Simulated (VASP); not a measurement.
A run of VASP 6.6.1:

The input INCAR:

```
SYSTEM = Ag
  PREC = Accurate
  ENCUT = 520
  EDIFF = 1E-7
  ISMEAR = 0
  SIGMA = 0.05
  LREAL = .False.
  LASPH = .True.
  NELM = 60
  ALGO = Normal
  ISIF = 2
  LWAVE = .False.
  LCHARG = .False.
  GGA = PE
  NBANDS = 12
```

KPOINTS

```
Automatic mesh
0
Gamma
  8 8 8
  0 0 0
```

POSCAR

```
Ag
1.0
   -1.6231181371      1.6231181371      1.6231181371
    1.6231181371     -1.6231181371      1.6231181371
    1.6231181371      1.6231181371     -1.6231181371
Ag
1
Direct
    0.0000000000      0.0000000000      0.0000000000
```

Potentials or basis: VASP PAW PBE potentials, release 64 (Ag).

Run with:

```sh
$ cat potpaw_PBE.64/Ag/POTCAR > POTCAR
$ mpirun -np 1 vasp_std > vasp.out
```

Hardware: 1 thread of AMD EPYC 9R45 96-Core Processor (Zen 5) (shared host).

Q: How long does it take, and how much memory?

A: Run time: 4.7 s on 1 thread of AMD EPYC 9R45 96-Core Processor (Zen 5), on a shared host, peak memory 0.11 GiB. Counts: scf iterations 12, k points 29.
